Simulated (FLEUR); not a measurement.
Gd:

```
Gd
1.0
    -2.02500    2.02500    2.02500
     2.02500   -2.02500    2.02500
     2.02500    2.02500   -2.02500
Gd
1
Direct
  0.00000 0.00000 0.00000
```

This isn't the form of Gd at room conditions, which is hcp.

Base run:

| Property | Result |
| --- | --- |
| Program | FLEUR MaX-R8.1 (later development tree) |
| Functional | PBEsol |
| Potentials or basis | all-electron |
| Basis | FLAPW |
| Kmax | 4.1 1/bohr |
| k mesh | 9 × 9 × 9 |
| Occupations | fermi-dirac, width 0.05 eV |
| Spin | collinear spin, ferromagnetic start |
| Starting moments | [7.0] μB |

Its results: net moment 7.60 μB per cell; site moments Gd +7.21 μB.

**Question.** The run is repeated on the same cell with these changes: functional from PBEsol to BLYP. What comes out?

**Answer.** Net moment 7.46 μB per cell; site moments Gd +7.14 μB.

Not every run made on this cell is shown here.
